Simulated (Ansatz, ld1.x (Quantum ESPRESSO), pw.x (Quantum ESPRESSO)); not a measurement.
Equation-of-state test of one TM potential (S (Z = 16))

| Property | Result |
| --- | --- |
| Element | S |
| Generator | ld1.x (Quantum ESPRESSO) 7.5 |
| Type | norm-conserving Troullier–Martins (Kleinman–Bylander form) |
| Functional | PBE |
| Relativity | scalar-relativistic |
| Frozen core | [Ne] |
| Valence charge | 6 |
| Reference configuration | 3s2 3p2.5 (charge +1.5) |
| Partial waves | 3s (bound): rc 1.35 bohr; 3p (bound): rc 1.35 bohr; 3d channel at 0.35 Ry: rc 1.40 bohr |
| Local potential | the d channel |
| Core correction | none |

Atomic tests: cutoffs needed: 30 Ry and 70 Ry (the cutoffs (Ry, on a coarse ladder) from which the occupation-weighted sum of valence levels, in a spherical-Bessel basis at the reference potential, stays within 10 and 1 mRy of its value at 400 Ry); ghost test: no extra level below or beside the all-electron valence levels (s, p, d, f tested) (spherical-Bessel basis up to 400 Ry, 20 bohr box); largest excitation error: +283 meV (all-electron minus pseudo) for 3s2 3p0, out of 7 test configurations.

Crystal test: fcc S in pw.x 7.5, no spin, 14³ k-points, Fermi–Dirac smearing 0.01 Ry, cutoffs 85/340 Ry. The reference is all-electron LAPW (Ansatz 0.2.0) with the same functional, mesh and smearing; V0 and B0 come from Birch–Murnaghan fits to the pressures at five volumes. Errors are pseudo minus all-electron; Δ is the rms difference of the E(V) curves that follow from these fits, minima aligned, over ±6 % about the mean V0. Mesh and smearing are coarse, so the numbers serve the comparison and aren't converged zero-temperature values; the lattice is a test structure that the element need not adopt.

All-electron: a0 = 3.994 Å (V0 = 15.92 Å³/atom), B0 = 76.3 GPa.

**Question.** How far does the potential miss the all-electron equation of state?

**Answer.** mean pressure error (GPa): -0.57; a0 (Å): 3.984; a0 error (%): -0.25; B0 error (%): +1.4; Δ (meV/atom): 2.0.

```
V (Å³/atom)  P all-electron (GPa)  P pseudo (GPa)
     15.144                  4.26            3.61
     15.542                  1.94            1.34
     15.941                 -0.09           -0.66
     16.340                 -1.87           -2.40
     16.738                 -3.42           -3.93
```

**Question.** At the middle volume, how do free energy and pressure move when the wave cutoff is lowered (ecutrho kept at four times it)?

**Answer.**

| cutoff (Ry) | shift of F (meV/atom) | shift of P (GPa) |
| --- | --- | --- |
| 38 | +99.8 | -0.24 |
| 51 | +39.6 | -1.32 |
| 68 | +1.9 | -0.12 |

The run at the middle volume (104 k-points, 9 iterations) took about 21 s on one core of a shared host (Neoverse-N1, 64 threads, 498 GiB, load 14).
